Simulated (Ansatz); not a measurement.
Here is an Ansatz 0.2.0 calculation.

input.yaml

```yaml
crystal:
  lattice:
    - [2.74841, 0.0, 0.0]
    - [0.0, 2.74841, 0.0]
    - [0.0, 0.0, 2.74841]
  atoms:
    - { symbol: Au, position: [0.5, 0.5, 0.5] }
hamiltonian:
  xc: blyp
  pseudopotentials: { kind: paw }
kpoints:
  mp_grid: { grid: [10, 10, 10] }
scf:
  occupations: { method: fermi_dirac, width: 0.05 }
output:
  forces: true
  stress: true
  eigenvalues: true
  write_density: true
  write_potential: true
  elf: true
  volumetric_format: npy
relax:
  f_tol: 0.01
  max_steps: 40
  cell: { stress_tol: 0.05 }
```

Potentials or basis: Ansatz PAW.

The run is started by

```bash
$ ansatz run input.yaml --threads 2 --pin off --max-ram 5632MiB --backend cpu --events-out ev --progress --plain --runs-dir out
```

Predict the relaxed volume.

22.37 Å³/atom.

Estimate the relaxed cell.

a = 2.818 Å, b = 2.818 Å, c = 2.818 Å, α = 90.00°, β = 90.00°, γ = 90.00°.

Step by step:
```
step  energy change (eV)  largest force (eV/Å)  volume (Å³)
   1              0.0000                0.0000        20.76
   2             -0.0107                0.0000        23.92
   3             -0.0335                0.0000        22.64
   4             -0.0343                0.0000        22.34
   5             -0.0343                0.0000        22.37
   6             -0.0347                0.0000        22.37
```

Caveat: the plane-wave basis is chosen anew once the cell has moved, so the energies of steps on either side of that aren't comparable; the PAW data sets come from PBE, with cores solved anew for the run's functional, which leaves a small shift of forces and pressure. Spin-orbit coupling is left out, which matters for the levels of Au.
